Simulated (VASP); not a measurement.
# MoS2 in VASP: notebook, part 2 of 2

VASP 6.6.1. The steps go on from the part before.

## (3) Relaxation of cell and atoms, PBE+D3(BJ)

This run uses another cell than the first one, of 39.12 Å³/atom, 0.989 times its volume.

INCAR

```
  ALGO = Normal
  EDIFF = 1E-7
  EDIFFG = -0.005
  ENCUT = 600
  GGA = PE
  IBRION = 2
  ISIF = 3
  ISMEAR = 0
  IVDW = 12
  KPAR = 4
  LASPH = T
  LATTICE_CONSTRAINTS = .TRUE. .TRUE. .FALSE.
  LCHARG = F
  LREAL = F
  LWAVE = F
  NELM = 80
  NSW = 90
  PREC = Accurate
  SIGMA = 0.03
```

KPOINTS

```
k-points
0
Gamma
  12 12 1
```

POSCAR

```
MoS2                                    
1.0
    3.1513580812      0.0000000000      0.0000000000
   -1.5756790406      2.7291561502      0.0000000000
    0.0000000000      0.0000000000     27.2922960000
  S               Mo            
     4     2
Direct
     0.3333333300000021    0.6666666699999979    0.3316154634861942
     0.3333333300000021    0.6666666699999979    0.4463549997378815
     0.6666666699999979    0.3333333300000021    0.5536450002621186
     0.6666666699999979    0.3333333300000021    0.6683845365138055
     0.6666666699999979    0.3333333300000021    0.3890170571751871
     0.3333333300000021    0.6666666699999979    0.6109829428248127
```

Potentials or basis: VASP PAW PBE potentials, release 64 (S, Mo_sv).

The run is started by

```
$ cat potpaw_PBE.64/S/POTCAR potpaw_PBE.64/Mo_sv/POTCAR > POTCAR
$ mpirun -np 4 vasp_std > vasp.out
```

OUTCAR:

```text
EDIFF = 1E-7
   EDIFFG = -0.005
   ENCUT = 600
   GGA = PE
   IBRION = 2
   ISIF = 3
   ISMEAR = 0
   IVDW = 12
   LASPH = T
   LREAL = F
   NELM = 80
   NSW = 90
   PREC = Accurate
 IVDW          = 12

 ion  position               nearest neighbor table
   1  0.333  0.667  0.332-   5 2.40   5 2.40   5 2.40
   2  0.333  0.667  0.446-   5 2.40   5 2.40   5 2.40
   3  0.667  0.333  0.554-   6 2.40   6 2.40   6 2.40
   4  0.667  0.333  0.668-   6 2.40   6 2.40   6 2.40
   5  0.667  0.333  0.389-   2 2.40   2 2.40   2 2.40   1 2.40   1 2.40   1 2.40
   6  0.333  0.667  0.611-   3 2.40   3 2.40   3 2.40   4 2.40   4 2.40   4 2.40

  LATTYP: Found a hexagonal cell.
 ALAT       =     3.1513580812
 C/A-ratio  =     8.6604870969

  Lattice vectors:

 A1 = (   3.1513580812,   0.0000000000,   0.0000000000)
 A2 = (  -1.5756790406,   2.7291561502,   0.0000000000)
 A3 = (   0.0000000000,   0.0000000000,  27.2922960000)

Analysis of symmetry for initial positions (statically):
=====================================================================
 Subroutine PRICEL returns:
 Original cell was already a primitive cell.

 Routine SETGRP: Setting up the symmetry group for a
 hexagonal supercell.

 Subroutine GETGRP returns: Found 12 space group operations
 (whereof 12 operations were pure point group operations)
 out of a pool of 24 trial point group operations.

The static configuration has the point symmetry D_3d.

Analysis of symmetry for dynamics (positions and initial velocities):
=====================================================================
 Subroutine PRICEL returns:
 Original cell was already a primitive cell.

 Routine SETGRP: Setting up the symmetry group for a
 hexagonal supercell.

 Subroutine GETGRP returns: Found 12 space group operations
 (whereof 12 operations were pure point group operations)
 out of a pool of 24 trial point group operations.

The dynamic configuration has the point symmetry D_3d.

 Subroutine INISYM returns: Found 12 space group operations
 (whereof 12 operations are pure point group operations),
 and found     1 'primitive' translations

----------------------------------------------------------------------------------------

                                     Primitive cell

  volume of cell :     234.7287

  direct lattice vectors                    reciprocal lattice vectors
     3.151358081  0.000000000  0.000000000     0.317323508  0.183206813  0.000000000
    -1.575679041  2.729156150  0.000000000     0.000000000  0.366413626  0.000000000
     0.000000000  0.000000000 27.292296000     0.000000000  0.000000000  0.036640376

  length of vectors
     3.151358081  3.151358077 27.292296000     0.366413625  0.366413626  0.036640376

  position of ions in fractional coordinates (direct lattice)
     0.333333330  0.666666670  0.331615463
     0.333333330  0.666666670  0.446355000
     0.666666670  0.333333330  0.553645000
     0.666666670  0.333333330  0.668384537
     0.666666670  0.333333330  0.389017057
[... 122 lines left out ...]
  ext. energy  EPLUGINS =         0.00000000
  ---------------------------------------------------
  free energy    TOTEN  =       -43.62115289 eV

  energy without entropy =      -43.62115289  energy(sigma->0) =      -43.62115289

------------------------ aborting loop because EDIFF is reached ----------------------------------------

 Edisp (eV)   -2.25484

 E8    (eV) :    -0.9416

  FORCE on cell =-STRESS in cart. coord.  units (eV):
  Direction    XX          YY          ZZ          XY          YZ          ZX
  --------------------------------------------------------------------------------------
  -------------------------------------------------------------------------------------
  Total      -0.00785    -0.00785     0.01113     0.00000    -0.00000     0.00000
  in kB      -0.05357    -0.05357     0.07594     0.00000    -0.00000     0.00000
  external pressure =       -0.01 kB  Pullay stress =        0.00 kB

 VOLUME and BASIS-vectors are now :
 -----------------------------------------------------------------------------
  energy-cutoff  :      600.00
  volume of cell :      234.73
      direct lattice vectors                 reciprocal lattice vectors
     3.151358081  0.000000000  0.000000000     0.317323508  0.183206813  0.000000000
    -1.575679041  2.729156150  0.000000000     0.000000000  0.366413626  0.000000000
     0.000000000  0.000000000 27.292296000     0.000000000  0.000000000  0.036640376

 POSITION                                       TOTAL-FORCE (eV/Angst)
 -----------------------------------------------------------------------------------
     -0.00000      1.81944      9.05055         0.000000      0.000000     -0.007840
     -0.00000      1.81944     12.18205         0.000000     -0.000000      0.010001
      1.57568      0.90972     15.11024        -0.000000      0.000000     -0.010001
      1.57568      0.90972     18.24175         0.000000     -0.000000      0.007840
      1.57568      0.90972     10.61717         0.000000     -0.000000     -0.003068
     -0.00000      1.81944     16.67513        -0.000000      0.000000      0.003068
 -----------------------------------------------------------------------------------
    total drift:                                0.000000      0.000000      0.000000

  FREE ENERGIE OF THE ION-ELECTRON SYSTEM (eV)
  ---------------------------------------------------
  free  energy   TOTEN  =       -45.8759956443 eV

  energy  without entropy=      -45.8759956443  energy(sigma->0) =      -45.87599564

--------------------------------------- Ionic step        2  -------------------------------------------

 number of electron      51.9999999 magnetization

 Free energy of the ion-electron system (eV)
  ---------------------------------------------------
  ext. energy  EPLUGINS =         0.00000000
  ---------------------------------------------------
  free energy    TOTEN  =       -43.62096513 eV

  energy without entropy =      -43.62096513  energy(sigma->0) =      -43.62096513

 E-fermi :   0.5357     XC(G=0):  -5.2663

 val. band max:        0.3973833157   @ k =   0.0000   0.0000   0.0000
 cond. band min:       1.6226034786   @ k =   0.1667   0.1667   0.0000
 fundamental gap:      1.2252201629
 Fermi energy:         0.5357472750

 k-point     1 :       0.0000    0.0000    0.0000
  band No.  band energies     occupation
      1     -60.9163      2.00000
      2     -60.9163      2.00000
      3     -35.0791      2.00000
      4     -35.0791      2.00000
      5     -34.8387      2.00000
      6     -34.8387      2.00000
[... 635 lines left out ...]
     30       3.2180      0.00000
     31       3.5162      0.00000

------------------------ aborting loop because EDIFF is reached ----------------------------------------

 Edisp (eV)   -2.25504

 E8    (eV) :    -0.9417

  FORCE on cell =-STRESS in cart. coord.  units (eV):
  Direction    XX          YY          ZZ          XY          YZ          ZX
  --------------------------------------------------------------------------------------
  -------------------------------------------------------------------------------------
  Total      -0.01092    -0.01092    -0.02987     0.00000     0.00000     0.00000
  in kB      -0.07456    -0.07456    -0.20392     0.00000     0.00000     0.00000
  external pressure =       -0.12 kB  Pullay stress =        0.00 kB

 VOLUME and BASIS-vectors are now :
 -----------------------------------------------------------------------------
  energy-cutoff  :      600.00
  volume of cell :      234.70
      direct lattice vectors                 reciprocal lattice vectors
     3.151159228  0.000000000  0.000000000     0.317343532  0.183218374  0.000000000
    -1.575579614  2.728983938  0.000000000    -0.000000000  0.366436748  0.000000000
     0.000000000  0.000000000 27.292296000     0.000000000  0.000000000  0.036640376

 POSITION                                       TOTAL-FORCE (eV/Angst)
 -----------------------------------------------------------------------------------
     -0.00000      1.81932      9.05017         0.000000     -0.000000     -0.003979
     -0.00000      1.81932     12.18254        -0.000000      0.000000     -0.000347
      1.57558      0.90966     15.10976         0.000000     -0.000000      0.000347
      1.57558      0.90966     18.24213        -0.000000      0.000000      0.003979
      1.57558      0.90966     10.61702         0.000000     -0.000000      0.002950
     -0.00000      1.81932     16.67528        -0.000000      0.000000     -0.002950
 -----------------------------------------------------------------------------------
    total drift:                                0.000000     -0.000000     -0.000000

  FREE ENERGIE OF THE ION-ELECTRON SYSTEM (eV)
  ---------------------------------------------------
  free  energy   TOTEN  =       -45.8760054858 eV

  energy  without entropy=      -45.8760054858  energy(sigma->0) =      -45.87600549

 reached required accuracy - stopping structural energy minimisation
```

It took 72 s on 4 MPI ranks of Intel Xeon 6975P-C (Granite Rapids), shared host; peak memory 0.55 GiB.

Results:

```yaml
Free_energy: -45.8760 eV
Relaxed_volume: 39.12 Å³/atom
Relaxed_cell: a = 3.151 Å, b = 3.151 Å, c = 27.292 Å, α = 90.00°, β = 90.00°, γ = 120.00°
Space_group_after_relaxing_to_0.05_Å: P-3m1 (No. 164)
Energy_gained_by_relaxing: 0.0 meV/atom
Ionic_steps: 2
Largest_force_after_relaxing: 0.004 eV/Å
Band_gap_on_the_k_mesh: 1.23 eV, indirect (least direct gap 1.75 eV)
Dispersion_energy_per_atom: -0.376 eV
```

Forces in eV/Å, atoms in the order of the input:
```
S    0.000  0.000 -0.004
S    0.000  0.000  0.000
S    0.000  0.000  0.000
S    0.000  0.000  0.004
Mo   0.000  0.000  0.003
Mo   0.000  0.000 -0.003
```

Final structure:
```
S Mo
1.0
     3.15116    0.00000    0.00000
    -1.57558    2.72898    0.00000
     0.00000    0.00000   27.29230
S Mo
4 2
Direct
  0.33333 0.66667 0.33160
  0.33333 0.66667 0.44637
  0.66667 0.33333 0.55363
  0.66667 0.33333 0.66840
  0.66667 0.33333 0.38901
  0.33333 0.66667 0.61099
```
